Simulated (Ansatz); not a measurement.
## AgBr: band structure with LDA

AgBr:

```
CELL_PARAMETERS angstrom
0.00000 2.87015 2.87015
2.87015 0.00000 2.87015
2.87015 2.87015 0.00000
ATOMIC_POSITIONS crystal
Ag 0.00000 0.00000 0.00000
Br 0.50000 0.50000 0.50000
```

```json
{
 "Program": "Ansatz 0.2.0",
 "Task": "band structure",
 "Functional": "LDA",
 "Potentials or basis": "Ansatz PAW",
 "Cutoff": "420 eV (not typed: the program's choice for these potentials)",
 "k mesh": "8 × 8 × 8",
 "Occupations": "fermi-dirac, width 0.05 eV",
 "Spin": "no spin polarisation",
 "Path": "[[\"G\", \"X\", \"W\", \"K\", \"G\", \"L\", \"U\", \"W\", \"L\", \"K\"], [\"U\", \"X\"]]",
 "Points for each segment of the path": "14"
}
```

| Property | Result |
| --- | --- |
| Pressure | -4.2 GPa |
| Band gap on the k mesh | 0.38 eV, indirect (least direct gap 2.31 eV) |
| Band gap along the path | 0.38 eV, indirect (least direct gap 2.31 eV) |

Levels at the corners of the path, in eV from the valence-band top:
```tsv
point	band 11	band 12	band 13	band 14	band 15	band 16
Γ	-1.93	-1.93	-1.93	0.38	9.85	9.85
X	-2.43	-2.43	-2.34	1.34	6.93	8.84
W	-2.33	-2.33	-1.60	3.60	6.92	7.51
K	-2.26	-2.08	-1.23	2.74	6.66	8.04
Γ	-1.93	-1.93	-1.93	0.38	9.85	9.85
L	-2.20	0.00	0.00	3.50	6.37	6.59
U	-2.26	-2.08	-1.23	2.74	6.66	8.04
W	-2.33	-2.33	-1.60	3.60	6.92	7.51
L	-2.20	0.00	0.00	3.50	6.37	6.59
K	-2.26	-2.08	-1.23	2.74	6.66	8.04
U	-2.26	-2.08	-1.23	2.74	6.66	8.04
X	-2.43	-2.43	-2.34	1.34	6.93	8.84
```

Wall time 2.9 s on 2 threads of Arm Neoverse V1, with other jobs on the host, peak memory 0.32 GiB.

Caveat: the PAW data sets come from PBE, with cores solved anew for the run's functional, which leaves a small shift of forces and pressure. LDA gaps usually lie below the measured ones, often by a third to a half.
